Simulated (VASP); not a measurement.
**KF in VASP: one cell, several levels of theory**

What does VASP give for KF built on the rocksalt prototype, under +1.0 % equal strain in all directions, the cell held fixed? Runs: PBE, r2SCAN.

Code: VASP 6.6.1. PAW datasets, plane waves. (Simulation; spin polarisation is off.)

### Step 1. The system as given

The cell comes from an earlier relaxation with r2SCAN in another program.

Space group Fm-3m (No. 225), cubic; conventional cell a = 5.371 Å, 19.37 Å³ an atom. Around K lie 6 F at 2.69 Å; around F lie 6 K at 2.69 Å.

Coordinates:

```xyz
2
Lattice="0.0000 2.6856 2.6856 2.6856 0.0000 2.6856 2.6856 2.6856 0.0000" Properties=species:S:1:pos:R:3 pbc="T T T"
K     0.0000    0.0000    0.0000
F     2.6856    2.6856    2.6856
```

### Step 2. PBE at this geometry

Contents of INCAR:

```
ENCUT = 520.000000
SIGMA = 0.020000
EDIFF = 1.00e-07
GGA = PE
PREC = Accurate
IBRION = -1
ISIF = 2
ISMEAR = -1
NBANDS = 15
NELM = 120
NSW = 0
LASPH = .TRUE.
LCHARG = .TRUE.
LELF = .TRUE.
LWAVE = .FALSE.
LREAL = .FALSE.
```

Contents of KPOINTS:

```
KPOINTS created by Atomic Simulation Environment
0
Gamma
8 8 8
0 0 0
```

Contents of KPOINTS_OPT:

```
special points
6
Reciprocal
0.0000000000 0.0000000000 0.0000000000 1
0.5000000000 0.0000000000 0.5000000000 1
0.6250000000 0.2500000000 0.6250000000 1
0.3750000000 0.3750000000 0.7500000000 1
0.5000000000 0.5000000000 0.5000000000 1
0.5000000000 0.2500000000 0.7500000000 1
```

Contents of POSCAR:

```
K  F
 1.0000000000000000
     0.0000000000000000    2.6855501609000001    2.6855501609000001
     2.6855501609000001    0.0000000000000000    2.6855501609000001
     2.6855501609000001    2.6855501609000001    0.0000000000000000
 K   F
   1   1
Cartesian
  0.0000000000000000  0.0000000000000000  0.0000000000000000
  2.6855501609000001  2.6855501609000001  2.6855501609000001
```

Potentials: the recommended PBE PAW datasets, 16 valence electrons in the neutral cell.

Run with:

```bash
mpirun -np 1 vasp_std
```

### Step 3. r2SCAN

Contents of INCAR:

```
ENCUT = 520.000000
SIGMA = 0.010000
EDIFF = 1.00e-07
ALGO = Normal
METAGGA = R2SCAN
PREC = Accurate
IBRION = -1
ISIF = 2
ISMEAR = 0
NBANDS = 15
NELM = 120
NSW = 0
LASPH = .TRUE.
LCHARG = .TRUE.
LELF = .TRUE.
LWAVE = .FALSE.
LREAL = .FALSE.
```

KPOINTS is that of step 2.

KPOINTS_OPT is that of step 2.

POSCAR is that of step 2.

Q: Predict the outcome of this session. Wanted: for each run, gap; pressure.

**Answer**, as computed:

```
 level  gap (eV)  pressure (GPa)
   PBE      6.09            0.89
r2SCAN      6.75           -1.03
```

The gap runs from 6.09 eV (PBE) to 6.75 eV (r2SCAN). The pressure is highest with PBE (0.9 GPa) and lowest with r2SCAN (-1.0 GPa), which orders the cells that they would relax to.
